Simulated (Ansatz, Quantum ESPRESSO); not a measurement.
# BeS (F-43m): third-order response, part 3 of 3

Wanted: vibrational spectra of BeS (F-43m) from linear and non-linear response.

Quantum ESPRESSO 8.0 development, patched; DFT LDA, scalar-relativistic, plane waves, PseudoDojo norm-conserving pseudopotentials.

So far, mean static dielectric tensor (ions relaxed, fixed cell): step 6 (zone-centre analysis) 7.18. The relaxed cell has a = 4.796 Å (conventional setting).

The database entry behind the starting cell differs from later determinations by our own check (0.1 to 0.3 % short, probably kX units), so it need not match the best structure at ambient conditions.

### Step 8. Sum rules set otherwise (asr no)

Without the rule the raw error of the acoustic modes shows.

The input, dynmat.in:

```
&INPUT
  fildyn = 'g.dyn'
  asr    = 'no'
  fileig = 'dynmat.eig'
  lperm  = .true.
/
```

On the command line:

```console
> dynmat.x -in dynmat.in > dynmat.out
```

Log:

```text
[banner, memory and clock lines left out]
Program DYNMAT v.8.0dev

     Reading Dynamical Matrix from file g.dyn
     ...Force constants read
     ...epsilon and Z* read
     ...Raman cross sections read
     A direction for q was not specified:TO-LO splitting will be absent

     Polarizability (A^3 units)
     multiply by 0.401831 for Clausius-Mossotti correction (not under assume_isolated = 'mt')
         9.799575   -0.000000    0.000000
        -0.000000    9.799575    0.000000
         0.000000    0.000000    9.799575

     IR activities are in (D/A)^2/amu units
     Raman activities are in A^4/amu units
     multiply Raman by 0.026072 for Clausius-Mossotti correction (not under assume_isolated = 'mt')

# mode   [cm-1]    [THz]      IR          Raman   depol.fact
    1     -1.00   -0.0299    0.0000         0.0000    0.7500
    2     -1.00   -0.0299    0.0000         0.0000    0.7500
    3     -1.00   -0.0299    0.0000         0.0000    0.7500
    4    593.59   17.7955    7.7965        15.5857    0.7500
    5    593.59   17.7955    7.7965        15.5857    0.7500
    6    593.59   17.7955    7.7965        15.5857    0.7500

Electronic dielectric permittivity tensor (relative, adimensional)
         5.465823   -0.000000    0.000000
        -0.000000    5.465823    0.000000
         0.000000    0.000000    5.465823

 ... with zone-center polar mode contributions
         7.177255    0.000000    0.000000
         0.000000    7.177255   -0.000000
         0.000000   -0.000000    7.177255
```

Elapsed: 0.61 s, on 1 thread of Intel Xeon Platinum 8375C at 2.90GHz (Ice Lake), shared host.

Numbers from this step:

| Item | Value |
| --- | --- |
| largest acoustic frequency at the zone centre before the sum rule | -1 cm⁻¹ |
| mean static dielectric constant | 7.177 |

Zone-centre frequencies as printed; negative means imaginary. Modes:

```tsv
mode	frequency (cm⁻¹)
1	-1
2	-1
3	-1
4	593.6
5	593.6
6	593.6
```

Against the first rule no mode moves by more than 1.1 cm⁻¹.

### Step 9. Modes along a direction of q (1 0 0)

A longitudinal polar mode sets up a macroscopic field that stiffens it; the term hangs on the direction from which q goes to zero.

The input, dynmat.in:

```
&INPUT
  fildyn = 'g.dyn'
  asr    = 'simple'
  fileig = 'dynmat.eig'
  q(1)   = 1.0
  q(2)   = 0.0
  q(3)   = 0.0
/
```

On the command line:

```console
> dynmat.x -in dynmat.in > dynmat.out
```

Log:

```text
[banner, memory and clock lines left out]
Program DYNMAT v.8.0dev

     Reading Dynamical Matrix from file g.dyn
     ...Force constants read
     ...epsilon and Z* read
     ...Raman cross sections read

     Polarizability (A^3 units)
     multiply by 0.401831 for Clausius-Mossotti correction (not under assume_isolated = 'mt')
         9.799575   -0.000000    0.000000
        -0.000000    9.799575    0.000000
         0.000000    0.000000    9.799575

     IR activities are in (D/A)^2/amu units
     Raman activities are in A^4/amu units
     multiply Raman by 0.026072 for Clausius-Mossotti correction (not under assume_isolated = 'mt')

# mode   [cm-1]    [THz]      IR          Raman   depol.fact
    1     -0.00   -0.0000    0.0000         0.0000    0.7500
    2      0.00    0.0000    0.0000         0.0000    0.7500
    3      0.00    0.0000    0.0000         0.0000    0.7500
    4    593.60   17.7956    7.8208        15.5857    0.7500
    5    593.60   17.7956    7.8208        15.5857    0.7500
    6    680.46   20.3997    7.8208        15.5857    0.7500
```

The job ended after 0.61 s (1 thread).

This step gave:

| Quantity | Value |
| --- | --- |
| highest mode moved by the LO-TO term | 680.5 cm⁻¹ |

Zone-centre frequencies as printed; negative means imaginary. Modes:

```tsv
mode	frequency (cm⁻¹)
1	0
2	0
3	0
4	593.6
5	593.6
6	680.5
```

The field moves one mode, from 594 to 680 cm⁻¹; the others stay.

### Step 10. Cross-check with Ansatz

A second program on the same cell, potentials, cutoff and meshes tests the implementation of the phonon response, not its convergence. Its field response is summed in its own way. Its k mesh is centred on Γ.

This step: DFT LDA, scalar-relativistic, plane waves, PseudoDojo norm-conserving pseudopotentials (Ansatz 0.2.0).

The input, input.yaml:

```yaml
crystal:
  lattice:
    - [-2.3978861029, 0.0, 2.3978861029]
    - [0.0, 2.3978861029, 2.3978861029]
    - [-2.3978861029, 2.3978861029, 0.0]
  atoms:
    - { symbol: Be, position: [0.0, 0.0, 0.0] }
    - { symbol: S, position: [0.25, 0.25, 0.25] }
kpoints:
  mp_grid: { grid: [8, 8, 8] }
hamiltonian:
  xc: lda
  pseudopotentials: { kind: nc, accuracy: standard }
scf:
  occupations: { method: fixed }
output:
  eigenvalues: true
basis:
  ecutwfc: 1197.301
phonons:
  method: dfpt
  dielectric: true
  rigid_motions: translations
  raman: true
```

On the command line:

```console
> ansatz run input.yaml --threads 2 --pin off --max-ram 4096MiB --backend cpu --events-out ev --progress --plain --runs-dir out
```

Log:

```text
Engine: ansatz 0.2.0, x86_64-unknown-linux-gnu
Pseudopotentials: kind: nc
Pseudopotential: Be, nc, valence charge 4, recommended cutoff 1197.300995 eV (normal), Be.nc.azcp (PseudoDojo's, or run here from an input of PseudoDojo's; its table is named by hamiltonian.pseudopotentials.accuracy)
Pseudopotential: S, nc, valence charge 6, recommended cutoff 734.707429 eV (normal), S.nc.azcp (PseudoDojo's, or run here from an input of PseudoDojo's; its table is named by hamiltonian.pseudopotentials.accuracy)
Functional definition: SPW92
  exchange = slater_x
  correlation = pw_c
Crystal: 2 atoms, lattice volume = 27.575 Å³
Basis set: ecut = 1197.301 eV, 2637 PW (Γ), exchange–correlation on 80×80×80 points (8 copies of the dense FFT grid, shifted against one another)
Bands: 9, of which v1, the nominal top of the filled ones, is band 5 counted from 1 (4 counted from 0)
Symmetry: 24 space group operations
k-points: 95 of 512 (irreducible under 4 space group operations, time reversal used)
Non-local potential: Be, projectors of the file, l = 0: 2, l = 1: 2
Non-local potential: S, projectors of the file, l = 0: 2, l = 1: 2, l = 2: 2
Initial density: superposition of atomic densities (chi_scale 0.1, normalization cell, long waves kept (reshape's long-wave potential 0.00 eV rms))
Initial wavefunctions: pseudopotential atomic-orbital guess
Functional: x = slater, c = lda
SCF iter   1: F=—  HF=-679.799536 eV  |F-HF|=—  |Δ(HF+E_count)|=         —  Δρ=5.27e-2  dr2=7.51e-1  ethr=3.10e-3  ⟨swp⟩=5.0  Hψ=6210  notcnv=0  defer=145
preconditioner: auto → none  [insulator: Δε(μ)=3.111 eV  Ē_g=12.889 eV  n_scr=8 (ndim 8)  ℏωp=20.0 eV  f_vac=0.000  ε∞_Penn≈3.4]
SCF iter   2: F=—  HF=-679.532097 eV  |F-HF|=—  |Δ(HF+E_count)|=   2.67e-1  Δρ=2.04e-2  dr2=9.51e-2  ethr=3.10e-3  ⟨swp⟩=2.5  Hψ=1906  notcnv=0  defer=173
SCF iter   3: F=—  HF=-679.500198 eV  |F-HF|=—  |Δ(HF+E_count)|=   3.19e-2  Δρ=2.87e-3  dr2=9.04e-4  ethr=9.51e-4  ⟨swp⟩=3.3  Hψ=1476  notcnv=0  defer=179
SCF iter   4: F=—  HF=-679.500149 eV  |F-HF|=—  |Δ(HF+E_count)|=   4.91e-5  Δρ=8.48e-4  dr2=1.14e-4  ethr=9.04e-6  ⟨swp⟩=3.3  Hψ=1492  notcnv=0  defer=181
SCF iter   5: F=—  HF=-679.500142 eV  |F-HF|=—  |Δ(HF+E_count)|=   7.25e-6  Δρ=4.21e-5  dr2=2.56e-7  ethr=1.14e-6  ⟨swp⟩=2.1  Hψ=1210  notcnv=0  defer=179
SCF iter   6: F=—  HF=-679.500137 eV  |F-HF|=—  |Δ(HF+E_count)|=   4.99e-6  Δρ=6.93e-6  dr2=4.35e-9  ethr=2.56e-9  ⟨swp⟩=2.5  Hψ=1237  notcnv=0  defer=92
SCF iter   7: F=-679.500137 eV  HF=-679.500137 eV  |F-HF|=3.51e-11  |Δ(HF+E_count)|=   1.62e-9  Δρ=4.35e-7  dr2=6.08e-11  ethr=1.00e-12  ⟨swp⟩=9.6  Hψ=6893  notcnv=0
SCF 1 converged in 7 iterations: F = -679.500137 eV  dr2 = 6.08e-11
DFPT response loops at Γ: preconditioner auto → none (the input reference at scf.mixing.eps_inf says where Resta's filter doesn't serve); β = 0.50; Broyden in place of MSR1
── the response to a field inside a basis, on 10×10×10 k-points: an SCF that follows is theirs, and a resumed run solves both again ──
Bands: 6, of which v1, the nominal top of the filled ones, is band 5 counted from 1 (4 counted from 0)
k-points: 110
Initial density: handed on by an earlier stage of this run
Initial wavefunctions: pseudopotential atomic-orbital guess (no wavefunctions were taken with the density)
Eigensolver: Dense (110 Hₖ)
SCF iter   1: F=—  HF=-679.499573 eV  |F-HF|=—  |Δ(HF+E_count)|=         —  Δρ=3.80e-5  dr2=1.13e-7  ethr=1.00e-1
preconditioner: auto → none  [insulator: Δε(μ)=2.996 eV  Ē_g=10.469 eV  n_scr=8 (ndim 8)  ℏωp=20.0 eV  f_vac=0.000  ε∞_Penn≈4.6]
SCF iter   2: F=—  HF=-679.499573 eV  |F-HF|=—  |Δ(HF+E_count)|=   3.03e-8  Δρ=1.83e-5  dr2=1.34e-8  ethr=1.13e-9
SCF iter   3: F=—  HF=-679.499573 eV  |F-HF|=—  |Δ(HF+E_count)|=   1.56e-8  Δρ=5.75e-6  dr2=1.42e-9  ethr=1.34e-10
SCF iter   4: F=-679.499573 eV  HF=-679.499573 eV  |F-HF|=4.21e-12  |Δ(HF+E_count)|=   1.71e-9  Δρ=3.44e-7  dr2=6.58e-12  ethr=1.42e-11
SCF 1 converged in 4 iterations: F = -679.499573 eV  dr2 = 6.58e-12
DFPT response loops at Γ: mixed as the last ones told, above
DFPT response loops at Γ: mixed as the last ones told, above
SCF converged after 7 iterations
Free energy (F): -679.500137 eV
Harris-Foulkes:  -679.500137 eV  (|F-HF|=3.51e-11)
Internal energy: -679.500137 eV  (E = F + TS)
E sigma→0 (E₀):  -679.500137 eV
Fermi energy:    5.756333 eV
--- Per-component energies (eV) ---
  E_band       = -179.254373
  E_kinetic    = 341.157459
  E_local      = -371.840562  (includes V_loc(G=0)·N_el)
  E_nonlocal   = -183.659876
  E_hartree    = 101.113158
  E_xc         = -150.555752
  E_vxc        = -167.137763  (∫ρ·V_xc dr)
  E_ewald      = -415.714563
  E_smearing   = -0.000000  (= −TS)
  E_closure    = -0.000000  (closes the sum)
  Σ components = -679.500137   (vs F -679.500137, Δ=0.00e0)
--- Band table (eV; the first three rows and the last of 95) ---
  k-point 0: bands = ["-91.5171", "-8.1385", "5.7563", "5.7563", "5.7563", "11.2678", "11.2678", "11.2678", "11.7021"]
  k-point 1: bands = ["-91.5171", "-7.9524", "4.4976", "5.5424", "5.5424", "11.2576", "11.6404", "11.6404", "12.9870"]
  k-point 2: bands = ["-91.5171", "-7.4369", "2.3055", "5.1214", "5.1214", "11.2526", "12.1974", "12.1974", "15.0869"]
  k-point 94: bands = ["-91.5170", "-5.8442", "0.5499", "2.9674", "2.9674", "8.5869", "10.5208", "18.5696", "18.5696"]
--- Phonons (Γ-DFPT): 2 representative perturbations + reference, on 95 of 512 k-points (Σ response iterations 6) ---
  k mesh reduced under 4 symmetry operations, with k and −k counted as one. Each operation leaves every solved perturbation unchanged. A smaller set is not considered because the run solves the response to a homogeneous field
  ASR residual: 2.595e-4 → 0.000e0 eV/Å²; symmetrization residual: 3.127e-7 eV/Å²
  ASR residual per site (eV/Å²): 2.60e-4 8.44e-5
  Γ frequencies (cm⁻¹): 0.00 0.00 0.00 593.59 593.59 593.59
  ε∞ (high-frequency dielectric tensor):
        5.436152    -0.000000     0.000000
       -0.000000     5.436152     0.000000
        0.000000     0.000000     5.436152
  ε⁰ (static dielectric tensor: ions relaxed, cell fixed):
        7.144159    -0.000000     0.000000
       -0.000000     7.144159     0.000000
        0.000000     0.000000     7.144159
  ε⁰ − ε∞ (ionic part):
        1.708007    -0.000000     0.000000
       -0.000000     1.708007     0.000000
        0.000000     0.000000     1.708007
  softest optical mode at Γ: 593.59 cm⁻¹; the repairs (sum rule, projections) moved no ω² at Γ by more than (2.81 cm⁻¹)²
  Born effective charges Z* (e; rows j = field, columns β = displacement):
    site 0:
         1.54030   -0.00000    0.00000
        -0.00000    1.54030   -0.00000
         0.00000   -0.00000    1.54030
    site 1:
        -1.54030    0.00000   -0.00000
         0.00000   -1.54030    0.00000
        -0.00000    0.00000   -1.54030
  Z* charge neutrality: 1.561e-4 e pre-enforcement
  solved inside a basis spanned on kpoints, on 10×10×10 k-points transformed towards the longest dipole: ε∞ is read to err by 1.4e-2, Z* by 6.4e-3 e (field_mesh: kpoints solves on kpoints); Z* is corrected for what the basis lacks
  Raman tensors (in the event stream and the table raman_tensors.tsv): an entry may err by 1.2e-3 Å², one of the second-order susceptibility by 2.7e-3 pm/V (basis, points and sum rule); their sum over the sites missed zero by 6.764e-6 Å² ahead of its enforcement
  optical modes at Γ without the LO–TO term, one row a degenerate level:
      ω (cm⁻¹)  modes    IR ((D/Å)²/amu)  static Raman (Å⁴/amu)  depolarisation
        593.59      3            23.3425                49.6704           0.750
  optical modes at Γ + LO–TO along q̂ = [1.0000, 0.0000, 0.0000]:
      ω (cm⁻¹)  modes    IR ((D/Å)²/amu)  static Raman (Å⁴/amu)  depolarisation
        593.59      2            15.5617                33.1136           0.750
        680.49      1             7.7808                23.2435           0.750
  optical modes at Γ + LO–TO along q̂ = [0.0000, 1.0000, 0.0000]:
      ω (cm⁻¹)  modes    IR ((D/Å)²/amu)  static Raman (Å⁴/amu)  depolarisation
        593.59      2            15.5617                33.1136           0.750
        680.49      1             7.7808                23.2435           0.750
  optical modes at Γ + LO–TO along q̂ = [0.0000, 0.0000, 1.0000]:
      ω (cm⁻¹)  modes    IR ((D/Å)²/amu)  static Raman (Å⁴/amu)  depolarisation
        593.59      2            15.5617                33.1136           0.750
        680.49      1             7.7808                23.2435           0.750
```

Run time: 75 s. Hardware: 2 threads; peak memory 0.84 GiB; 2.4 min of CPU time.

Numbers from this step:

```
sum-rule residual before enforcement             : 2.60e-4 eV/Å²
miss of the charge sum rule                      : 1.56e-4 e
estimated error of the dielectric tensor         : 0.01355
estimated error of the Born charges              : 0.006450 e
mean high-frequency dielectric constant          : 5.436
largest Born charge in size (third of the trace) : 1.540 e
mean static dielectric constant                  : 7.144
```

Transverse modes. Lines of the infrared spectrum (strongest = 100):

```tsv
position (cm⁻¹)	label	IR intensity ((D/Å)²/amu), degenerate modes summed, relative
594	T2	100
```

Activity x (w_L - w)^4 (n + 1)/w, 532 nm, 300 K. Raman lines, with heights relative to the strongest:

```tsv
position (cm⁻¹)	label	Stokes intensity, strongest 100
594	T2	100
```

### Step 11. The two compared: QE PseudoDojo and Ansatz, PseudoDojo

Worked out from the results:

```yaml
root_mean_square_difference: 0.01 cm⁻¹
largest_difference: 0.01 cm⁻¹
```

Frequencies side by side, by row:

```tsv
q (reciprocal lattice)	mode	QE PseudoDojo (cm⁻¹)	Ansatz, PseudoDojo (cm⁻¹)
0 0 0	1	0	0
0 0 0	2	0	0
0 0 0	3	0	0
0 0 0	4	593.6	593.6
0 0 0	5	593.6	593.6
0 0 0	6	593.6	593.6
```

The two runs side by side. Further quantities:

```tsv
quantity	QE PseudoDojo	Ansatz, PseudoDojo
mean ε∞	5.466	5.436
largest Born charge in size (e; the first before, the second after the charge sum rule)	1.548	1.54
summed IR intensity ((D/Å)²/amu)	23.46	23.34
summed Raman activity (Å⁴/amu)	46.76	49.67
```

At the zone centre the largest difference (acoustic modes at Γ apart) is 0.002 % of the highest mode; the summed Raman activity differs by 5.9 %.

### Step 12. Outcome

| Quantity | Value |
| --- | --- |
| space group after relaxation | F-43m |
| volume per atom | 13.8 Å³ |
| gap on the k-mesh | 2.83 eV |
| highest optical zone-centre mode (no LO-TO term) | 593.6 cm⁻¹ |
| highest mode moved by the LO-TO term | 680.5 cm⁻¹ |
| mean high-frequency dielectric constant | 5.47 |
| largest Born charge in size (third of the trace) | 1.55 e |
| mean static dielectric constant | 7.18 |
| imaginary optical modes at the zone centre (no q mesh in this session) | none |
| largest difference from Ansatz, PseudoDojo | 0.01 cm⁻¹ |

The largest Raman activity of BeS (F-43m) lies at 594 cm⁻¹ and the strongest infrared line at 594 cm⁻¹ (transverse modes). At the LDA level the optical modes of BeS (F-43m) at the zone centre (no LO-TO term) lie at 594 cm⁻¹. Along the directions run, the highest mode that the macroscopic field moves lies at 680 cm⁻¹. Lattice motion raises the mean dielectric constant from 5.466 to 7.183. The Born charge of Be is 1.54 e against a formal charge of +2: moving the atom carries less polarisation than a rigid ion would, as is usual in tetrahedral, largely covalent crystals. The Lyddane-Sachs-Teller relation holds: (ωLO/ωTO)² is 1.31 and ε₀/ε∞ is 1.31. QE PseudoDojo and Ansatz, PseudoDojo agree to 0.01 cm⁻¹ (0.002 % of the highest mode compared) on all solved modes but the acoustic ones at Γ, without the LO-TO term. These are harmonic frequencies at zero temperature: anharmonic shifts and linewidths and thermal expansion are left out. The build is a development version in which the Raman tensors of release 7.5 are mended; dynmat.x leaves out the electro-optic term of LO lines.

[Host names and launcher messages were left out of these logs when they were recorded.]

[Logs are printed without paths, hosts, clocks, repeated set-up lines and the standing remarks that a program may print on its own settings, such as how far it seeks lower states.]

[Hosts, paths, dates, database ids (printed as entryN), source tags and the programs' standing remarks are cut or masked in the printed files.]
